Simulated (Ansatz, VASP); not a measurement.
# C3N4: VASP beside Ansatz

```
CELL_PARAMETERS angstrom
3.45676 0.00000 0.00000
0.00000 3.45676 0.00000
0.00000 0.00000 3.45676
ATOMIC_POSITIONS crystal
C 0.00000 0.00000 0.50000
C 0.50000 0.00000 0.00000
C 0.00000 0.50000 0.00000
N 0.24569 0.24569 0.75431
N 0.75431 0.75431 0.75431
N 0.24569 0.75431 0.24569
N 0.75431 0.24569 0.24569
```

The cell comes from a database or a generator and needn't be the stable form of this composition.

Alike in both runs: task single point; functional LDA; k mesh 6 × 6 × 6; no spin polarisation.

|  | VASP | Ansatz |
| --- | --- | --- |
| version | VASP 6.6.1 | Ansatz 0.2.0 |
| potentials or method | VASP PAW LDA potentials, release 64 (C, N) | plane waves, PAW |
| plane-wave cutoff (eV) | 520 | 510 |
| occupations | gaussian, width 0.01 eV | fixed |
| valence electrons in the cell | 32 | 32 |

```tsv
	VASP	Ansatz	Ansatz less VASP
gap on the k mesh at the Fermi level (eV)	2.38	2.40	+0.027
```

 A k mesh can miss the band edges.
